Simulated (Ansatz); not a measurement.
Write the native input for Ansatz 0.2.0 that does the following.

| Item | Value |
| --- | --- |
| Task | single point |
| Functional | PBE |
| Potentials or basis | all-electron LAPW, scalar-relativistic |
| Cutoff | 295 eV (chosen from the basis error) |
| Basis error allowed | 0.001 eV/atom |
| k mesh | 13 × 13 × 13 |
| Occupations | gaussian, width 0.02 eV |
| Spin | no spin polarisation |

Cu:

```
CELL_PARAMETERS angstrom
0.00000 1.80750 1.80750
1.80750 0.00000 1.80750
1.80750 1.80750 0.00000
ATOMIC_POSITIONS crystal
Cu 0.00000 0.00000 0.00000
```

These files were run (other wordings do the same):

input.yaml

```yaml
crystal:
  lattice:
    - [0.0, 1.8075, 1.8075]
    - [1.8075, 0.0, 1.8075]
    - [1.8075, 1.8075, 0.0]
  atoms:
    - { symbol: Cu, position: [0.0, 0.0, 0.0] }
kpoints:
  mp_grid: { grid: [13, 13, 13] }
scf:
  occupations: { method: gaussian, width: 0.02 }
hamiltonian:
  xc: pbe
  pseudopotentials: { kind: all_electron, lapw: { basis_error: 0.001 } }
output:
  forces: true
  stress: true
  eigenvalues: true
```

Potentials or basis: all-electron LAPW, scalar-relativistic.

Launch:

```sh
$ ansatz run input.yaml --threads 1 --pin off --max-ram 3072MiB --backend cpu --events-out ev --progress --plain --runs-dir out
```

Results of the run:

| Property | Result |
| --- | --- |
| Pressure | 1.7 GPa |
| Band gap on the k mesh | none (metal or under the smearing width) |

Run time: 5.1 s on 1 thread of Arm Neoverse V2, with other jobs on the host, peak memory 0.26 GiB.
